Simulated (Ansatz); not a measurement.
**Screening in GaAs (F-43m)**

Wanted: ε∞ of GaAs (F-43m) from perturbation theory, a sum over states and the RPA step of G0W0, with cost.

Method: linear response on PBE, plane waves, PAW, in Ansatz 0.2.0.

## 1. Starting point

The structure is cubic, space group F-43m (No. 216). The conventional cell has a = 5.654 Å, b = 5.654 Å, c = 5.654 Å, α = 90.00°, β = 90.00°, γ = 90.00°. Ga has 4 As at 2.45 Å nearest. Nearest to As lie 4 Ga at 2.45 Å. Farther neighbours are not listed.

The cell and positions come from the Crystallography Open Database and are kept as given unless a step says otherwise. The default PAW set here is soft_2. Its files were made with PBE.

## 2. Response to a homogeneous field

ε∞ sets how strongly the crystal screens. Perturbation theory gives it with local fields and without a sum over empty bands.

This step: dielectric response by perturbation theory, PBE, plane waves, PAW.

input.yaml reads:

```yaml
crystal:
  lattice:
    - [0.0, 2.82685, 2.82685]
    - [2.82685, 0.0, 2.82685]
    - [2.82685, 2.82685, 0.0]
  atoms:
    - { symbol: Ga, position: [0.0, 0.0, 0.0] }
    - { symbol: As, position: [0.25, 0.25, 0.25] }
kpoints:
  mp_grid: { grid: [6, 6, 6] }
hamiltonian:
  xc: pbe
scf:
  occupations: { method: fixed }
dielectric: {}
```

Run with:

```bash
$ ansatz run input.yaml --threads 2 --pin off --max-ram 92160MiB --backend cuda --events-out ev --progress --plain --runs-dir out --devices 1 --max-vram 13GiB  # rebuilt from the run's record
```

Numbers of over 12 decimals in the logs are rounded to 6 here.

Output:

```text
GPUs: using 1 of 1 available (devices: 1).
Engine: ansatz 0.2.0, x86_64-unknown-linux-gnu
Pseudopotentials: kind: paw
Pseudopotential: Ga, paw, valence charge 13, recommended cutoff 420 eV (normal), Ga.paw.azcp
Pseudopotential: As, paw, valence charge 15, recommended cutoff 420 eV (normal), As.paw.azcp
Functional definition: PBE
  parameter kappa = 0.804
  parameter beta = 0.066725
  exchange = pbe_x(kappa = kappa, mu = beta*pi^2/3)
  correlation = pbe_c(beta = beta)
device memory: the entry about to start is reckoned to put 1.1 GiB on a device that reports 44.2 GiB free (of which the cap on the GPU budget leaves the run 13.0 GiB)
GPU FFT provider: cuFFT
GPU libraries: cuBLAS 13.8.2, cuFFT 12.4.0, cuSOLVER 12.3.4
Crystal: 2 atoms, lattice volume = 45.179 Å³
Basis set: ecut = 420 eV, 893 PW (Γ), exchange–correlation on 54×54×54 points (8 copies of the dense FFT grid, shifted against one another)
Bands: 18, of which v1, the nominal top of the filled ones, is band 14 counted from 1 (13 counted from 0)
Symmetry: 24 space group operations
k-points: 46 of 216 (irreducible under 4 space group operations, time reversal used)
Non-local potential: Ga, projectors of the file, l = 0: 2, l = 1: 2, l = 2: 3, l = 3: 1
Non-local potential: As, projectors of the file, l = 0: 2, l = 1: 2, l = 2: 3, l = 3: 1
PAW form: soft (Blöchl's): semilocal exchange-correlation on the pseudo side does not see the compensation charge
PAW one-centre angular grid: Ga, 590 points (default); XC on 64 Gauss nodes
PAW one-centre angular grid: As, 590 points (default); XC on 64 Gauss nodes
Initial density: superposition of atomic densities (neutral atoms: chi_scale 0, normalization atom), corrected by the library's trained network
Initial wavefunctions: pseudopotential atomic-orbital guess
GPU buffer pool allocated for 19683 grid points (all kernels)
GPU transforms: local potential and band sums: pruned to the plane-wave sphere, on 27×27×27
Functional: x = pbe(κ = 0.804, μ = 0.219515), c = pbe(β = 0.066725)
SCF iter   1: F=—  HF=-8639.814836 eV  |F-HF|=—  |Δ(HF+E_count)|=         —  Δρ=1.48e-3  dr2=1.51e-3  ethr=1.77e-3  ⟨swp⟩=4.6  Hψ=3537  notcnv=0  defer=66
preconditioner: auto → none  [insulator: Δε(μ)=0.507 eV  Ē_g=15.488 eV  n_scr=14 (ndim 8)  ℏωp=23.4 eV  f_vac=0.086  ε∞_Penn≈3.3]
SCF iter   2: F=—  HF=-8639.813986 eV  |F-HF|=—  |Δ(HF+E_count)|=   8.50e-4  Δρ=7.42e-4  dr2=2.47e-4  ethr=5.39e-6  ⟨swp⟩=2.0  Hψ=1710  notcnv=0  defer=84
SCF iter   3: F=—  HF=-8639.813921 eV  |F-HF|=—  |Δ(HF+E_count)|=   6.54e-5  Δρ=2.20e-4  dr2=2.86e-5  ethr=8.81e-7  ⟨swp⟩=2.0  Hψ=1342  notcnv=0  defer=84
SCF iter   4: F=—  HF=-8639.813915 eV  |F-HF|=—  |Δ(HF+E_count)|=   5.48e-6  Δρ=9.16e-5  dr2=4.07e-6  ethr=1.02e-7  ⟨swp⟩=2.0  Hψ=1009  notcnv=0
SCF iter   5: F=—  HF=-8639.814016 eV  |F-HF|=—  |Δ(HF+E_count)|=   1.01e-4  Δρ=1.75e-5  dr2=1.53e-7  ethr=1.46e-8  ⟨swp⟩=2.0  Hψ=1242  notcnv=0
SCF iter   6: F=—  HF=-8639.814016 eV  |F-HF|=—  |Δ(HF+E_count)|=   2.63e-7  Δρ=4.85e-6  dr2=8.81e-9  ethr=5.48e-10  ⟨swp⟩=2.0  Hψ=1472  notcnv=0
SCF iter   7: F=—  HF=-8639.814016 eV  |F-HF|=—  |Δ(HF+E_count)|=   2.07e-8  Δρ=9.71e-7  dr2=2.64e-10  ethr=3.15e-11  ⟨swp⟩=2.0  Hψ=1472  notcnv=0
SCF iter   8: F=-8639.814016 eV  HF=-8639.814016 eV  |F-HF|=2.91e-11  |Δ(HF+E_count)|=  3.06e-10  Δρ=1.89e-7  dr2=7.16e-12  ethr=1.00e-12  ⟨swp⟩=5.0  Hψ=3061  notcnv=0
SCF 1 converged in 8 iterations: F = -8639.814016 eV  dr2 = 7.16e-12
  greatest PAW one-centre occupation: 0.999 electrons in one spin orbital (limit 2), on the As atom at site 1 (counted from 0), in its partial waves of l = 2
the response reads at least the filled bands of the reference SCF and the lowest empty band at each k-point, and that SCF's band table does not vouch for those bands. The notice of the band table in this run's record says why
device memory: the entry about to start is reckoned to put 0.3 GiB on a device that reports 44.3 GiB free (of which the cap on the GPU budget leaves the run 13.0 GiB)
NSCF: frozen V_eff on 1 k-points
device memory: the entry about to start is reckoned to put 0.3 GiB on a device that reports 44.3 GiB free (of which the cap on the GPU budget leaves the run 13.0 GiB)
NSCF: frozen V_eff on 1 k-points
device memory: the entry about to start is reckoned to put 0.1 GiB on a device that reports 44.3 GiB free (of which the cap on the GPU budget leaves the run 13.0 GiB)
device memory: the entry about to start is reckoned to put 0.6 GiB on a device that reports 44.2 GiB free (of which the cap on the GPU budget leaves the run 13.0 GiB)
DFPT response loops at Γ: preconditioner auto → none (the input reference at scf.mixing.eps_inf says where Resta's filter doesn't serve); β = 0.50; Broyden in place of MSR1
── the response to a field inside a basis, on 8×8×8 k-points: an SCF that follows is theirs, and a resumed run solves both again ──
device memory: the entry about to start is reckoned to put 0.2 GiB on a device that reports 47.9 GiB free (of which the cap on the GPU budget leaves the run 13.0 GiB)
GPU FFT provider: cuFFT
GPU libraries: cuBLAS 13.8.2, cuFFT 12.4.0, cuSOLVER 12.3.4
Bands: 15, of which v1, the nominal top of the filled ones, is band 14 counted from 1 (13 counted from 0)
k-points: 60
Initial density: handed on by an earlier stage of this run
Initial wavefunctions: pseudopotential atomic-orbital guess (no wavefunctions were taken with the density)
GPU buffer pool allocated for 19683 grid points (all kernels)
GPU transforms: band sums: pruned to the plane-wave sphere, on 27×27×27
Eigensolver: Dense (60 Hₖ)
SCF iter   1: F=—  HF=-8639.836374 eV  |F-HF|=—  |Δ(HF+E_count)|=         —  Δρ=5.83e-4  dr2=2.18e-4  ethr=1.00e-1
preconditioner: auto → none  [insulator: Δε(μ)=0.549 eV  Ē_g=13.025 eV  n_scr=14 (ndim 8)  ℏωp=23.4 eV  f_vac=0.077  ε∞_Penn≈4.2]
SCF iter   2: F=—  HF=-8639.836323 eV  |F-HF|=—  |Δ(HF+E_count)|=   5.03e-5  Δρ=2.18e-4  dr2=1.54e-5  ethr=7.79e-7
SCF iter   3: F=—  HF=-8639.836324 eV  |F-HF|=—  |Δ(HF+E_count)|=   8.46e-7  Δρ=9.57e-5  dr2=3.51e-6  ethr=5.50e-8
SCF iter   4: F=—  HF=-8639.836325 eV  |F-HF|=—  |Δ(HF+E_count)|=   7.58e-7  Δρ=2.72e-5  dr2=2.16e-7  ethr=1.25e-8
SCF iter   5: F=-8639.836325 eV  HF=-8639.836325 eV  |F-HF|=3.76e-9  |Δ(HF+E_count)|=   1.54e-8  Δρ=6.16e-6  dr2=1.03e-8  ethr=7.72e-10
SCF 1 converged in 5 iterations: F = -8639.836325 eV  dr2 = 1.03e-8
device memory: the entry about to start is reckoned to put 0.1 GiB on a device that reports 44.8 GiB free (of which the cap on the GPU budget leaves the run 13.0 GiB)
device memory: the entry about to start is reckoned to put 0.9 GiB on a device that reports 44.7 GiB free (of which the cap on the GPU budget leaves the run 12.9 GiB)
DFPT response loops at Γ: mixed as the last ones told, above
SCF converged after 8 iterations
Free energy (F): -8639.814016 eV
Harris-Foulkes:  -8639.814016 eV  (|F-HF|=2.91e-11)
Internal energy: -8639.814016 eV  (E = F + TS)
E sigma→0 (E₀):  -8639.814016 eV
Fermi energy:    8.191401 eV
--- Per-component energies (eV) ---
  E_band       = -311.748694
  E_kinetic    = 219.545739
  E_local      = -3915.793446  (includes V_loc(G=0)·N_el)
  E_nonlocal   = -245.694600
  E_hartree    = 1973.737089
  E_xc         = -148.475393
  E_vxc        = -137.511388  (∫ρ·V_xc dr)
  E_paw        = -3824.405481  (= ΣΔE_a)
  E_vpaw       = -179.768998  (= ΣTr[D̂ρ^β])
  E_aug_tail   = -0.000138  (compensation charges beyond the density's cutoff)
  E_ewald      = -2698.727786
  E_smearing   = -0.000000  (= −TS)
  E_closure    = -0.000000  (closes the sum)
  Σ components = -8639.814016   (vs F -8639.814016, Δ=0.00e0)
--- Band table (eV; the first three rows and the last of 46) ---
  k-point 0: bands = [... 10 lower, -4.5366, 8.1914, 8.1914, 8.1914, 8.7049, 11.9251, 11.9251, 11.9251]
  k-point 1: bands = [... 10 lower, -4.2160, 5.4802, 7.8111, 7.8111, 9.8235, 12.4720, 12.4720, 12.8746]
  k-point 2: bands = [... 10 lower, -3.3888, 2.8153, 7.2652, 7.2652, 9.4073, 12.8913, 12.8913, 15.4413]
  k-point 45: bands = [... 10 lower, -2.2233, 1.7011, 4.5363, 5.7363, 11.7979, 12.5527, 14.3988, 15.6008]
--- Dielectric response (ions clamped): 3 representative field directions + reference, inside a basis on a mesh of 512 k-points (Σ response iterations 15) ---
  ε∞ (high-frequency dielectric tensor):
       13.671848     0.000000     0.000000
        0.000000    13.671848     0.000000
        0.000000     0.000000    13.671848
  Born effective charges Z* (e; rows j = field, columns β = displacement):
    site 0:
         2.11813   -0.00000   -0.00000
         0.00000    2.11813    0.00000
         0.00000   -0.00000    2.11813
    site 1:
        -2.11813    0.00000    0.00000
        -0.00000   -2.11813   -0.00000
        -0.00000    0.00000   -2.11813
  Z* charge neutrality: 2.418e-4 e pre-enforcement
  solved inside a basis spanned on kpoints, on 8×8×8 k-points transformed towards the longest dipole: ε∞ is read to err by 3.9e-2, Z* by 1.6e-2 e (field_mesh: kpoints solves on kpoints); Z* is corrected for what the basis lacks
```

Wall time 20 s (1 × NVIDIA H100 80GB HBM3 (shared by 6 runs) with 2 threads of AMD EPYC 7R13 (Zen 3), shared host); peak memory 1.2 GiB.

Numbers from this step:

```yaml
stated_error_of_eps_infinity: 0.039
```

One over ε∞ averages 0.07, well under the quarter of exact exchange in PBE0, which by this rule of thumb may open the gap too far.

High-frequency dielectric tensor:

```
13.67  0.00  0.00
 0.00 13.67  0.00
 0.00  0.00 13.67
```

Born effective charge (e), principal values of the symmetric part by kind of site:

```
atom  atoms with these values    low  middle   high   mean
 Ga1                        1   2.12    2.12   2.12   2.12
 As2                        1  -2.12   -2.12  -2.12  -2.12
```

In full for As2:

```
-2.12  0.00  0.00
 0.00 -2.12  0.00
 0.00  0.00 -2.12
```

## 3. Independent-particle spectrum

The independent-particle spectrum shows where the oscillator strength lies, before excitons and local fields.

This step: independent-particle optics on PBE, plane waves, PAW.

input.yaml, the sections that differ from step 2:

```yaml
kpoints:
  mp_grid: { grid: [8, 8, 8] }
scf:
  occupations: { method: fixed }
  n_extra_bands: 30
output:
  optics: { e_range: [0, 25], de: 0.1, sigma: 0.2 }
# crystal, hamiltonian: as in step 2
# dielectric: removed
```

Output:

```text
[...]
GPUs: using 1 of 1 available (devices: 1).
[...]
GPU FFT provider: cuFFT
GPU libraries: cuBLAS 13.8.2, cuFFT 12.4.0, cuSOLVER 12.3.4
Crystal: 2 atoms, lattice volume = 45.179 Å³
Basis set: ecut = 420 eV, 893 PW (Γ)
Bands: 44, of which v1, the nominal top of the filled ones, is band 14 counted from 1 (13 counted from 0)
Symmetry: 24 space group operations
[...]
k-points: 29 of 512 (time reversal used)
[...]
GPU buffer pool allocated for 19683 grid points (all kernels)
[...]
SCF iter   1: F=—  HF=-8639.834663 eV  |F-HF|=—  |Δ(HF+E_count)|=         —  Δρ=1.66e-3  dr2=2.22e-3  ethr=1.77e-3  ⟨swp⟩=4.2  Hψ=4480  notcnv=0  defer=784
[...]
SCF iter   9: F=-8639.834048 eV  HF=-8639.834048 eV  |F-HF|=0.00e0  |Δ(HF+E_count)|=  3.82e-11  Δρ=3.16e-8  dr2=2.68e-13  ethr=1.00e-12  ⟨swp⟩=10.9  Hψ=8569  notcnv=0
SCF 1 converged in 9 iterations: F = -8639.834048 eV  dr2 = 2.68e-13
[...]
Optics k sum: 0 of 29 k-points
Optics k sum: 2 of 29 k-points
[...]
Optics k sum: 29 of 29 k-points
[...]
SCF converged after 9 iterations
Free energy (F): -8639.834048 eV
[...]
Internal energy: -8639.834048 eV  (E = F + TS)
E sigma→0 (E₀):  -8639.834048 eV
Fermi energy:    8.184025 eV
[...]
--- Band table (eV; the first three rows and the last of 29) ---
  k-point 0: bands = [... 10 lower, -4.5436, 8.1840, 8.1840, 8.1840, 8.6995, 11.9233, 11.9233, 11.9233, ... 26 higher]
  k-point 1: bands = [... 10 lower, -4.3608, 6.2224, 7.9484, 7.9484, 9.7758, 12.2707, 12.2707, 12.3829, ... 26 higher]
  k-point 2: bands = [... 10 lower, -3.8509, 4.0492, 7.5070, 7.5070, 9.6370, 12.7886, 12.7886, 14.1407, ... 26 higher]
  k-point 28: bands = [... 10 lower, -1.9854, 1.5602, 4.6532, 4.8464, 12.8071, 12.9080, 13.5996, 14.2333, ... 26 higher]
```

The job ended after 13 s (1 × NVIDIA H100 80GB HBM3 (shared by 6 runs) with 2 threads; peak memory 1.1 GiB).

This step gave:

```
ε∞ without local fields (xx, yy, zz)                                   : 14.22, 14.22, 14.22
electrons in the f-sum (xx, yy, zz)                                    : 11.11, 11.11, 11.11
bands in the explicit sum (the static value is completed to all bands) : 44
```

The sum gives ε∞ = 14.22 without local fields.

The ε₂, xx=yy=zz has structure finer than the step of the table below, so its rows give means over 1 eV, whole bins alone (the curve runs from 0 to 25 eV). Peaks (eV: height): 2.3: 15.6, 4.2: 31.5.

Independent particles, no local fields, Gaussian width 0.2 eV. The ε₂, xx=yy=zz by photon energy; means over each step:

```
photon energy (eV)  ε₂, xx=yy=zz
                 1          1.51
                 2          8.62
                 3          11.8
                 4          22.4
                 5          12.6
                 6          8.29
                 7          3.98
                 8          2.43
                 9          1.94
                10          1.23
                11         0.869
                12         0.562
                13         0.443
                14         0.355
                15         0.274
                16         0.244
                17         0.249
                18         0.200
                19         0.229
                20         0.214
                21         0.173
                22         0.151
                23         0.123
                24         0.113
```

Independent particles, no local fields, Gaussian width 0.2 eV. Table of loss function, xx=yy=zz by photon energy; read off at these points:

```
photon energy (eV)  loss function, xx=yy=zz
               0.0                        0
               1.0                  0.00657
               2.0                   0.0135
               3.0                   0.0482
               4.0                   0.0308
               5.0                   0.0675
               6.0                   0.0736
               7.0                    0.103
               8.0                    0.157
               9.0                    0.188
              10.0                    0.248
              11.0                    0.322
              12.0                    0.471
              13.0                    0.858
              14.0                     1.38
              15.0                     3.00
              16.0                     4.08
              17.0                     2.70
              18.0                     1.95
              19.0                     1.26
              19.3                     1.50
              20.0                     1.03
              21.0                    0.929
              22.0                    0.599
              23.0                    0.434
              24.0                    0.328
              25.0                    0.264
```

(Part 1 of 2 ends here.)

[Paths, hosts, dates, memory and timing lines, banners, echoed tables and standing remarks are left out of the program output.]

[Logs are printed without paths, hosts, clocks, repeated set-up lines and the standing remarks that a program may print on its own settings, such as how far it seeks lower states.]

[Runs of the session that timed out or met a known fault of the program may be left out.]

[Cells called generated may have been cut or substituted from an entry of the Crystallography Open Database or the Materials Project.]

[Hosts, paths, dates, database ids (printed as entryN), source tags and the programs' standing remarks are cut or masked in the printed files.]
